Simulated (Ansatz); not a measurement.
# GaN (P6_3mc): the host for defect calculations, part 2 of 3

Aim: the runs on the perfect crystal GaN (P6_3mc) that a defect calculation needs first.

Ansatz 0.2.0; plane-wave PAW DFT, r2SCAN; relaxation of the host's cell and atoms (the session's first sound run).

So far. Step 3 (Dielectric tensors of the host): The principal values of the electronic dielectric tensor are 5.84, 5.84 and 6.02. The principal values of the static dielectric tensor are 10.10, 10.10 and 11.18.

### 4. Defect free supercell relaxed in its symmetry

This cell, the one that will hold the defects, is built from the relaxed host. Its coarser k-points can move the atoms a little, so it is relaxed from the symmetric sites, as the reference for the test of stability.

This step: plane-wave PAW DFT, r2SCAN; relaxation of the defect-free supercell in its symmetry (Ansatz 0.2.0).

System of this step: GaN (P6_3mc). The cell holds 72 atoms: 36 Ga and 36 N. Its edges and angles: a = 9.549 Å, b = 9.549 Å, c = 10.367 Å, α = 90.0°, β = 90.0°, γ = 120.0°.

The input, pristine.symmetric/input.yaml:

```yaml
crystal:
  lattice:
    - [9.5492592266, 0.0, 0.0]
    - [-4.7746296133, 8.2699010776, 0.0]
    - [0.0, 0.0, 10.3671611136]
  atoms:
    - { symbol: Ga, position: [0.2222222222, 0.1111111111, 0.249554212] }
    - { symbol: Ga, position: [0.1111111111, 0.2222222222, 0.499554212] }
    - { symbol: "N", position: [0.2222222222, 0.1111111111, 0.437945788] }
    - { symbol: "N", position: [0.1111111111, 0.2222222222, 0.187945788] }
    - { symbol: Ga, position: [0.2222222222, 0.1111111111, 0.7495542121] }
    - { symbol: Ga, position: [0.1111111111, 0.2222222222, 0.999554212] }
    - { symbol: "N", position: [0.2222222222, 0.1111111111, 0.937945788] }
    - { symbol: "N", position: [0.1111111111, 0.2222222222, 0.6879457879] }
    - { symbol: Ga, position: [0.2222222222, 0.4444444444, 0.249554212] }
    - { symbol: Ga, position: [0.1111111111, 0.5555555556, 0.499554212] }
    - { symbol: "N", position: [0.2222222222, 0.4444444444, 0.437945788] }
    - { symbol: "N", position: [0.1111111111, 0.5555555556, 0.187945788] }
    - { symbol: Ga, position: [0.2222222222, 0.4444444444, 0.7495542121] }
    - { symbol: Ga, position: [0.1111111111, 0.5555555556, 0.999554212] }
    - { symbol: "N", position: [0.2222222222, 0.4444444444, 0.937945788] }
    - { symbol: "N", position: [0.1111111111, 0.5555555556, 0.6879457879] }
    - { symbol: Ga, position: [0.2222222222, 0.7777777778, 0.249554212] }
    - { symbol: Ga, position: [0.1111111111, 0.8888888889, 0.499554212] }
    - { symbol: "N", position: [0.2222222222, 0.7777777778, 0.437945788] }
    - { symbol: "N", position: [0.1111111111, 0.8888888889, 0.187945788] }
    - { symbol: Ga, position: [0.2222222222, 0.7777777778, 0.7495542121] }
    - { symbol: Ga, position: [0.1111111111, 0.8888888889, 0.999554212] }
    - { symbol: "N", position: [0.2222222222, 0.7777777778, 0.937945788] }
    - { symbol: "N", position: [0.1111111111, 0.8888888889, 0.6879457879] }
    - { symbol: Ga, position: [0.5555555556, 0.1111111111, 0.249554212] }
    - { symbol: Ga, position: [0.4444444444, 0.2222222222, 0.499554212] }
    - { symbol: "N", position: [0.5555555556, 0.1111111111, 0.437945788] }
    - { symbol: "N", position: [0.4444444444, 0.2222222222, 0.187945788] }
    - { symbol: Ga, position: [0.5555555556, 0.1111111111, 0.7495542121] }
    - { symbol: Ga, position: [0.4444444444, 0.2222222222, 0.999554212] }
    - { symbol: "N", position: [0.5555555556, 0.1111111111, 0.937945788] }
    - { symbol: "N", position: [0.4444444444, 0.2222222222, 0.6879457879] }
    - { symbol: Ga, position: [0.5555555556, 0.4444444444, 0.249554212] }
    - { symbol: Ga, position: [0.4444444444, 0.5555555556, 0.499554212] }
    - { symbol: "N", position: [0.5555555556, 0.4444444444, 0.437945788] }
    - { symbol: "N", position: [0.4444444444, 0.5555555556, 0.187945788] }
    - { symbol: Ga, position: [0.5555555556, 0.4444444444, 0.7495542121] }
    - { symbol: Ga, position: [0.4444444444, 0.5555555556, 0.999554212] }
    - { symbol: "N", position: [0.5555555556, 0.4444444444, 0.937945788] }
    - { symbol: "N", position: [0.4444444444, 0.5555555556, 0.6879457879] }
    - { symbol: Ga, position: [0.5555555556, 0.7777777778, 0.249554212] }
    - { symbol: Ga, position: [0.4444444444, 0.8888888889, 0.499554212] }
    - { symbol: "N", position: [0.5555555556, 0.7777777778, 0.437945788] }
    - { symbol: "N", position: [0.4444444444, 0.8888888889, 0.187945788] }
    - { symbol: Ga, position: [0.5555555556, 0.7777777778, 0.7495542121] }
    - { symbol: Ga, position: [0.4444444444, 0.8888888889, 0.999554212] }
    - { symbol: "N", position: [0.5555555556, 0.7777777778, 0.937945788] }
    - { symbol: "N", position: [0.4444444444, 0.8888888889, 0.6879457879] }
    - { symbol: Ga, position: [0.8888888889, 0.1111111111, 0.249554212] }
    - { symbol: Ga, position: [0.7777777778, 0.2222222222, 0.499554212] }
    - { symbol: "N", position: [0.8888888889, 0.1111111111, 0.437945788] }
    - { symbol: "N", position: [0.7777777778, 0.2222222222, 0.187945788] }
    - { symbol: Ga, position: [0.8888888889, 0.1111111111, 0.7495542121] }
    - { symbol: Ga, position: [0.7777777778, 0.2222222222, 0.999554212] }
    - { symbol: "N", position: [0.8888888889, 0.1111111111, 0.937945788] }
    - { symbol: "N", position: [0.7777777778, 0.2222222222, 0.6879457879] }
    - { symbol: Ga, position: [0.8888888889, 0.4444444444, 0.249554212] }
    - { symbol: Ga, position: [0.7777777778, 0.5555555556, 0.499554212] }
    - { symbol: "N", position: [0.8888888889, 0.4444444444, 0.437945788] }
    - { symbol: "N", position: [0.7777777778, 0.5555555556, 0.187945788] }
    - { symbol: Ga, position: [0.8888888889, 0.4444444444, 0.7495542121] }
    - { symbol: Ga, position: [0.7777777778, 0.5555555556, 0.999554212] }
    - { symbol: "N", position: [0.8888888889, 0.4444444444, 0.937945788] }
    - { symbol: "N", position: [0.7777777778, 0.5555555556, 0.6879457879] }
    - { symbol: Ga, position: [0.8888888889, 0.7777777778, 0.249554212] }
    - { symbol: Ga, position: [0.7777777778, 0.8888888889, 0.499554212] }
    - { symbol: "N", position: [0.8888888889, 0.7777777778, 0.437945788] }
    - { symbol: "N", position: [0.7777777778, 0.8888888889, 0.187945788] }
    - { symbol: Ga, position: [0.8888888889, 0.7777777778, 0.7495542121] }
    - { symbol: Ga, position: [0.7777777778, 0.8888888889, 0.999554212] }
    - { symbol: "N", position: [0.8888888889, 0.7777777778, 0.937945788] }
    - { symbol: "N", position: [0.7777777778, 0.8888888889, 0.6879457879] }
basis:
  ecutwfc: 500
  xc_grid: 2
hamiltonian:
  xc: r2scan
kpoints:
  mp_grid: { grid: [1, 1, 1] }
scf:
  occupations: { method: fermi_dirac, width: 0.01 }
  max_iter: 100
  lower_state_search: "off"
output:
  forces: true
relax:
  f_tol: 0.015
  max_steps: 60
  escape_saddle: false
checkpoint:
  write: "../pristine.symmetric.run"
  compress: false
  write_wavefunctions: false
  write_every: 100000
```

On the command line:

```bash
> ansatz run input.yaml --threads 32 --pin off --max-ram 84787MiB --backend cuda --events-out ev --progress --plain --runs-dir out --max-vram 78GiB
```

Numbers of over 12 decimals in the logs are rounded to 6 here.

The log of the run:

```text
[...]
device memory: the entry about to start is reckoned to put 3.9 GiB on a device that reports 172.5 GiB free (of which the cap on the GPU budget leaves the run 78.0 GiB)
GPU FFT provider: cuFFT
GPU libraries: cuBLAS 13.8.1, cuFFT 12.4.0, cuSOLVER 12.3.2
GPU matrix products: emulated (plane waves: as basis.precision tells), large ones in fixed point in workspaces of 1.00 GiB
Crystal: 72 atoms, lattice volume = 818.710 Å³
Basis set: ecut = 500 eV, 20899 PW (Γ), exchange–correlation on 144×144×160 points (8 copies of the dense FFT grid, shifted against one another)
Bands: 396, of which v1, the nominal top of the filled ones, is band 324 counted from 1 (323 counted from 0)
Symmetry: 216 space group operations
[...]
k-points: 1
[...]
GPU buffer pool allocated for 414720 grid points (all kernels)
GPU transforms: local potential: pruned to the plane-wave sphere, on 72×72×75; band sums: pruned to the plane-wave sphere, on 72×72×80
[...]
SCF iter   1: F=-150344.339551 eV  HF=-150343.596853 eV  |Δ(HF+E_count)|=         —  Δρ=1.48e-2  dr2=8.93e-1  dr2_τ=4.00e0  Hψ=1351
[...]
SCF iter   3: F=-150344.777189 eV  HF=-150344.785725 eV  |Δ(HF+E_count)|=   5.97e-3  Δρ=3.94e-3  dr2=5.35e-2  dr2_τ=3.02e-3  Hψ=657
automatic band count: iteration 3 solves 375 bands in place of 396: the levels show a gap, and the empty bands left out lie too high to hold charge; the band table lists the bands solved (type scf.n_extra_bands for more)
SCF iter   4: F=-150344.785406 eV  HF=-150344.784698 eV  |Δ(HF+E_count)|=   1.03e-3  Δρ=5.51e-4  dr2=1.86e-3  dr2_τ=5.42e-4  Hψ=660
[...]
SCF iter   7: F=-150344.785784 eV  HF=-150344.785784 eV  |Δ(HF+E_count)|=   2.52e-6  Δρ=4.99e-6  dr2=2.03e-7  dr2_τ=3.66e-9  Hψ=1026
SCF 1 converged in 7 iterations: F = -150344.785784 eV  dr2 = 2.03e-7
[...]
relax step   1: F+E_penalty+E_count = -150344.78578409 eV  Δ(F+E_penalty+E_count) = +0.000e0 eV  max|allowed force component| = 1.671e-2 eV/Å  Δτ_max = 0.0000 Å  (7 SCF iters, dr2 threshold 5.63e-6 eV, accepted)
[...]
SCF iter   4: F=-150344.785999 eV  HF=-150344.785999 eV  |Δ(HF+E_count)|=   1.12e-7  Δρ=2.05e-6  dr2=2.16e-8  dr2_τ=9.94e-10  Hψ=1083
SCF 2 converged in 4 iterations: F = -150344.785999 eV  dr2 = 2.16e-8
relax step   2: F+E_penalty+E_count = -150344.78599891 eV  Δ(F+E_penalty+E_count) = -2.148e-4 eV  max|allowed force component| = 1.164e-2 eV/Å  Δτ_max = 0.0002 Å  (4 SCF iters, accepted)
[...]
SCF iter   2: F=-150344.785999 eV  HF=-150344.785999 eV  |Δ(HF+E_count)|=   3.32e-9  Δρ=1.25e-6  dr2=8.63e-9  dr2_τ=2.53e-10  Hψ=1032
SCF 3 converged in 2 iterations: F = -150344.785999 eV  dr2 = 8.63e-9
SCF converged after 2 iterations
Free energy (F): -150344.785999 eV
[...]
Internal energy: -150344.785999 eV  (E = F + TS)
E sigma→0 (E₀):  -150344.785999 eV
Fermi energy:    10.725641 eV
[...]
--- Forces (eV/Å), atoms counted from 1 ---
  atom   1  Ga     0.00000000     0.00000000     0.01168344
  atom   2  Ga    -0.00000000     0.00000000     0.01168344
  atom   3  N      0.00000000    -0.00000000    -0.01162320
  atom   4  N     -0.00000000    -0.00000000    -0.01162320
  atom   5  Ga    -0.00000000     0.00000000     0.01168344
  atom   6  Ga    -0.00000000    -0.00000000     0.01168344
  [... 66 more lines of this table ...]
  max |Σ_I F_I| component: 2.17e-3 eV/Å
--- Relaxed structure (2 steps of the walk, 2 accepted, 0 SCFs on fresh bases) ---
  F+E_penalty+E_count = -150344.78599891 eV   max|allowed force component| = 1.164e-2 eV/Å
  atoms:
    - { symbol: Ga, position: [0.222222, 0.111111, 0.249574] }
    - { symbol: Ga, position: [0.111111, 0.222222, 0.499574] }
    - { symbol: N, position: [0.222222, 0.111111, 0.437926] }
    - { symbol: N, position: [0.111111, 0.222222, 0.187926] }
    - { symbol: Ga, position: [0.222222, 0.111111, 0.749574] }
    - { symbol: Ga, position: [0.111111, 0.222222, 0.999574] }
  [... 66 more lines of this table ...]
```

Elapsed: 1.7 s, on 1 × NVIDIA GB200 with 32 threads of Arm Neoverse V2, shared host; peak memory 1.3 GiB; 6 s of CPU time.

Hardly anything moved in the relaxation; the energy changed by under 0.2 meV an atom.

### 5. Defect free supercell relaxed from displaced atoms

This step: plane-wave PAW DFT, r2SCAN; relaxation of the defect-free supercell from random displacements, a test of the host's stability (Ansatz 0.2.0).

pristine.rattled/input.yaml, as its differences from pristine.symmetric/input.yaml of step 4:

```diff
@@ -93,6 +93,6 @@
   f_tol: 0.015
-  max_steps: 60
-  escape_saddle: false
+  max_steps: 120
+  random_displacement: { amplitude: 0.06, seed: 2401 }
 checkpoint:
-  write: "../pristine.symmetric.run"
+  write: "../pristine.rattled.run"
   compress: false
```

The log of the run:

```text
[...]
Crystal: 72 atoms, lattice volume = 818.710 Å³
Basis set: ecut = 500 eV, 20899 PW (Γ), exchange–correlation on 144×144×160 points (8 copies of the dense FFT grid, shifted against one another)
Bands: 396, of which v1, the nominal top of the filled ones, is band 324 counted from 1 (323 counted from 0)
Symmetry: 1 space group operations
k-points: 1
[...]
SCF iter   1: F=-150342.044282 eV  HF=-150341.319851 eV  |Δ(HF+E_count)|=         —  Δρ=1.49e-2  dr2=9.23e-1  dr2_τ=4.04e0  Hψ=1356
[...]
SCF iter   4: F=-150342.502930 eV  HF=-150342.502137 eV  |Δ(HF+E_count)|=   2.06e-3  Δρ=5.97e-4  dr2=2.02e-3  dr2_τ=5.36e-4  Hψ=624
[...]
SCF iter   7: F=-150342.502651 eV  HF=-150342.502651 eV  |Δ(HF+E_count)|=   4.50e-6  Δρ=1.61e-5  dr2=1.63e-6  dr2_τ=2.27e-7  Hψ=1318
SCF 1 converged in 7 iterations: F = -150342.502651 eV  dr2 = 1.63e-6
[...]
relax step   1: F+E_penalty+E_count = -150342.50265095 eV  Δ(F+E_penalty+E_count) = +0.000e0 eV  max|allowed force component| = 2.081e0 eV/Å  Δτ_max = 0.0000 Å  (7 SCF iters, dr2 threshold 5.63e-6 eV, accepted)
[...]
relax step   2: F+E_penalty+E_count = -150344.28636595 eV  Δ(F+E_penalty+E_count) = -1.784e0 eV  max|allowed force component| = 9.447e-1 eV/Å  Δτ_max = 0.0658 Å  (6 SCF iters, dr2 threshold 1.00e-4 eV, accepted)
relax step   3: F+E_penalty+E_count = -150344.78613755 eV  Δ(F+E_penalty+E_count) = -4.998e-1 eV  max|allowed force component| = 1.394e-2 eV/Å  Δτ_max = 0.0575 Å  (6 SCF iters, dr2 threshold 5.58e-5 eV, accepted)
[...]
SCF iter   1: F=-150344.786138 eV  HF=-150344.786150 eV  |Δ(HF+E_count)|=         —  Δρ=3.79e-5  dr2=1.06e-5  dr2_τ=1.30e-6  Hψ=876
[...]
SCF iter   2: F=-150344.786148 eV  HF=-150344.786147 eV  |Δ(HF+E_count)|=   2.82e-6  Δρ=1.64e-5  dr2=2.38e-6  dr2_τ=1.79e-7  Hψ=652
[...]
SCF iter   4: F=-150344.786148 eV  HF=-150344.786148 eV  |Δ(HF+E_count)|=   7.18e-7  Δρ=2.92e-6  dr2=7.86e-8  dr2_τ=1.10e-8  Hψ=1352
SCF 4 converged in 4 iterations: F = -150344.786148 eV  dr2 = 7.86e-8
[...]
relax step   4: F+E_penalty+E_count = -150344.78614830 eV  Δ(F+E_penalty+E_count) = -1.075e-5 eV  max|allowed force component| = 1.367e-2 eV/Å  Δτ_max = 0.0000 Å  (4 SCF iters, accepted)
[...]
SCF iter   1: F=-150344.786148 eV  HF=-150344.786148 eV  |Δ(HF+E_count)|=         —  Δρ=2.92e-6  dr2=7.86e-8  dr2_τ=1.10e-8  Hψ=1671
[...]
SCF iter   2: F=-150344.786148 eV  HF=-150344.786148 eV  |Δ(HF+E_count)|=   3.90e-9  Δρ=1.26e-6  dr2=1.83e-8  dr2_τ=1.41e-9  Hψ=1132
SCF 5 converged in 2 iterations: F = -150344.786148 eV  dr2 = 1.83e-8
SCF converged after 2 iterations
Free energy (F): -150344.786148 eV
[...]
Internal energy: -150344.786148 eV  (E = F + TS)
E sigma→0 (E₀):  -150344.786148 eV
Fermi energy:    10.726002 eV
[...]
--- Forces (eV/Å), atoms counted from 1 ---
  atom   1  Ga    -0.00043786    -0.00080254    -0.00599737
  atom   2  Ga     0.00212247     0.00134730     0.00499010
  atom   3  N     -0.00259862     0.00029243     0.00057934
  atom   4  N     -0.00013286     0.00121173    -0.00222461
  atom   5  Ga    -0.00059030    -0.00437946    -0.00063793
  atom   6  Ga     0.00311709    -0.00155590     0.00075037
  [... 66 more lines of this table ...]
  max |Σ_I F_I| component: 7.69e-3 eV/Å
--- Relaxed structure (4 steps of the walk, 4 accepted, 0 SCFs on fresh bases) ---
  F+E_penalty+E_count = -150344.78614830 eV   max|allowed force component| = 1.367e-2 eV/Å
  atoms:
    - { symbol: Ga, position: [0.222530, 0.111684, 0.250427] }
    - { symbol: Ga, position: [0.111383, 0.222771, 0.500322] }
    - { symbol: N, position: [0.222521, 0.111651, 0.438655] }
    - { symbol: N, position: [0.111381, 0.222764, 0.188673] }
    - { symbol: Ga, position: [0.222509, 0.111669, 0.750330] }
    - { symbol: Ga, position: [0.111373, 0.222784, 1.000392] }
  [... 66 more lines of this table ...]
```

The job ended after 3.2 s (1 × NVIDIA GB200 with 32 threads; peak memory 1.3 GiB; 10 s of CPU time).

Relaxation path:

| step | energy less that of the first step (eV) | largest force component (eV/Å) |
| --- | --- | --- |
| 1 | 0.0000 | 2.0807 |
| 2 | -1.7837 | 0.9447 |
| 3 | -2.2835 | 0.0139 |
| 4 | -2.2835 | 0.0137 |

The relaxation ends 32 meV an atom lower than the displaced start, with a largest force component of 0.014 eV/Å.

### 6. Host on a dense mesh

This step: plane-wave PAW DFT, r2SCAN; single point of the defect-free host, a test of the k-point sampling (Ansatz 0.2.0).

System of this step: GaN (P6_3mc). Symmetry: P6_3mc, No. 186, hexagonal system. The conventional cell has a = 3.183 Å, b = 3.183 Å, c = 5.184 Å, α = 90.00°, β = 90.00°, γ = 120.00°. Nearest to Ga lie 4 N at 1.95 Å. Nearest to N lie 4 Ga at 1.95 Å. Farther neighbours and most contacts between anions are not listed.

The input, dense/input.yaml:

```yaml
crystal:
  lattice:
    - [3.1830864089, 0.0, 0.0]
    - [-1.5915432044, 2.7566336925, 0.0]
    - [0.0, 0.0, 5.1835805568]
  atoms:
    - { symbol: Ga, position: [0.6666666667, 0.3333333333, 0.4991084241] }
    - { symbol: Ga, position: [0.3333333333, 0.6666666667, 0.9991084241] }
    - { symbol: "N", position: [0.6666666667, 0.3333333333, 0.8758915759] }
    - { symbol: "N", position: [0.3333333333, 0.6666666667, 0.3758915759] }
basis:
  ecutwfc: 500
  xc_grid: 2
hamiltonian:
  xc: r2scan
kpoints:
  mp_grid: { grid: [10, 10, 6] }
scf:
  occupations: { method: fermi_dirac, width: 0.01 }
  max_iter: 100
  lower_state_search: "off"
checkpoint:
  write: "../dense.run"
  compress: false
  write_wavefunctions: false
  write_every: 100000
```

On the command line:

```bash
> ansatz run input.yaml --threads 32 --pin off --max-ram 84787MiB --backend cpu --events-out ev --progress --plain --runs-dir out
```

The log of the run:

```text
[...]
Crystal: 4 atoms, lattice volume = 45.484 Å³
Basis set: ecut = 500 eV, 1129 PW (Γ), exchange–correlation on 48×48×80 points (8 copies of the dense FFT grid, shifted against one another)
Bands: 22, of which v1, the nominal top of the filled ones, is band 18 counted from 1 (17 counted from 0)
Symmetry: 12 space group operations
[...]
k-points: 56 of 600 (time reversal used)
[...]
SCF iter   1: F=-8352.752997 eV  HF=-8352.711854 eV  |Δ(HF+E_count)|=         —  Δρ=1.25e-2  dr2=2.67e-2  dr2_τ=1.92e-1  Hψ=5435
[...]
SCF iter   8: F=-8352.774689 eV  HF=-8352.774689 eV  |Δ(HF+E_count)|=   2.27e-8  Δρ=8.04e-6  dr2=2.89e-8  dr2_τ=5.07e-10  Hψ=2464
SCF 1 converged in 8 iterations: F = -8352.774689 eV  dr2 = 2.89e-8
[...]
SCF converged after 8 iterations
Free energy (F): -8352.774689 eV
[...]
Internal energy: -8352.774689 eV  (E = F + TS)
E sigma→0 (E₀):  -8352.774689 eV
Fermi energy:    10.665955 eV
[...]
```

It took 0.65 s on 32 threads; peak memory 0.37 GiB; 14 s of CPU time.

### 7. Defect free supercell at the zone centre

The supercell is run at the zone centre, to see how far that sampling misses the dense mesh.

System of this step: GaN (P6_3mc). The cell holds 72 atoms: 36 Ga and 36 N. Its edges and angles: a = 9.549 Å, b = 9.549 Å, c = 10.367 Å, α = 90.0°, β = 90.0°, γ = 120.0°.

pristine.sampling_gamma/input.yaml, as its differences from pristine.rattled/input.yaml of step 5:

```diff
@@ -89,10 +89,4 @@
   lower_state_search: "off"
-output:
-  forces: true
-relax:
-  f_tol: 0.015
-  max_steps: 120
-  random_displacement: { amplitude: 0.06, seed: 2401 }
 checkpoint:
-  write: "../pristine.rattled.run"
+  write: "../pristine.sampling_gamma.run"
   compress: false
```

On the command line:

```bash
> ansatz run input.yaml --threads 32 --pin off --max-ram 84787MiB --backend cuda --events-out ev --progress --plain --runs-dir out --max-vram 78GiB
```

The log of the run:

```text
[...]
GPU FFT provider: cuFFT
GPU libraries: cuBLAS 13.8.1, cuFFT 12.4.0, cuSOLVER 12.3.2
[...]
Crystal: 72 atoms, lattice volume = 818.710 Å³
Basis set: ecut = 500 eV, 20899 PW (Γ), exchange–correlation on 144×144×160 points (8 copies of the dense FFT grid, shifted against one another)
Bands: 396, of which v1, the nominal top of the filled ones, is band 324 counted from 1 (323 counted from 0)
Symmetry: 216 space group operations
[...]
k-points: 1
[...]
GPU buffer pool allocated for 414720 grid points (all kernels)
[...]
SCF iter   1: F=-150344.339546 eV  HF=-150343.596845 eV  |Δ(HF+E_count)|=         —  Δρ=1.48e-2  dr2=8.93e-1  dr2_τ=4.00e0  Hψ=1351
[...]
SCF iter   8: F=-150344.785784 eV  HF=-150344.785784 eV  |Δ(HF+E_count)|=   9.09e-8  Δρ=1.64e-6  dr2=2.45e-8  dr2_τ=1.66e-9  Hψ=915
SCF 1 converged in 8 iterations: F = -150344.785784 eV  dr2 = 2.45e-8
[...]
SCF converged after 8 iterations
Free energy (F): -150344.785784 eV
[...]
Internal energy: -150344.785784 eV  (E = F + TS)
E sigma→0 (E₀):  -150344.785784 eV
Fermi energy:    10.725465 eV
[...]
```

Elapsed: 1.2 s, on 1 × NVIDIA GB200 with 32 threads; peak memory 1.2 GiB; 3 s of CPU time.

[end of part 2 of 3]

[Logs are printed without paths, hosts, clocks, repeated set-up lines and the standing remarks that a program may print on its own settings, such as how far it seeks lower states.]

[Hosts, paths, dates, database ids (printed as entryN), source tags and the programs' standing remarks are cut or masked in the printed files.]

[Runs of the host that timed out are not shown.]

[For some hosts the program warned that the k-mesh of the response run may be too coarse for force constants and the static dielectric constant; such warnings are not always shown.]

[The program warned that the k-mesh of a response run behind this text may be too coarse: force constants, and the static dielectric constant and all else formed from them, are not shown converged.]
